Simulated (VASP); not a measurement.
A run of VASP 6.6.1 is set up as follows.

File INCAR:

```
SYSTEM = Pb
ALGO = Fast
EDIFF = 1E-7
EDIFFG = -0.01
ENCUT = 600
GGA = PS
IBRION = 2
ISIF = 3
ISMEAR = -1
LASPH = .True.
LCHARG = .False.
LREAL = .False.
LWAVE = .False.
NELM = 100
NSW = 40
PREC = Accurate
PSTRESS = 200
SIGMA = 0.05
```

KPOINTS

```
k-points
0
Gamma
  9 9 5
  0 0 0
```

The input POSCAR:

```
Pb
1.0
    3.4800000000      0.0000000000      0.0000000000
   -1.7400000000      3.0137684052      0.0000000000
    0.0000000000      0.0000000000      5.5900000000
Pb
2
Direct
    0.6666666667      0.3333333333      0.7500000000
    0.3333333333      0.6666666667      0.2500000000
```

Potentials or basis: VASP PAW PBE potentials, release 64 (Pb_d).

Run with:

```bash
$ cat potpaw_PBE.64/Pb_d/POTCAR > POTCAR
$ mpirun -np 1 vasp_std > vasp.out
```

Question: Estimate the relaxed volume.

Answer: 23.61 Å³/atom.

Question: What does it give for the relaxed cell?

Answer: a = 3.181 Å, b = 3.181 Å, c = 5.388 Å, α = 90.00°, β = 90.00°, γ = 120.00°.

The path:
```csv
step,energy change (eV),largest force (eV/Å),pressure (GPa),volume (Å³)
1,0.0000,0.0000,1.09,58.63
2,5.0197,0.0000,109.63,33.88
3,0.5122,0.0000,17.74,47.99
4,0.5788,0.0000,19.31,47.41
5,0.6164,0.0000,20.14,47.10
6,0.6434,0.0000,20.75,46.89
7,0.6325,0.0000,20.91,46.89
8,0.6326,0.0000,20.99,46.88
9,0.5133,0.0000,18.27,47.86
10,0.5880,0.0000,20.00,47.23
11,0.5889,0.0000,20.02,47.23
12,0.5887,0.0000,20.01,47.23
```

Caveat: the cell is relaxed towards a set pressure, so the enthalpy falls and the energy may rise; the volume moved by over 15 % at a fixed basis, so the end points are rough; the PAW data sets were made with another functional, which shifts forces and pressure a little. The run has no spin-orbit coupling, so splittings on Pb are missing.
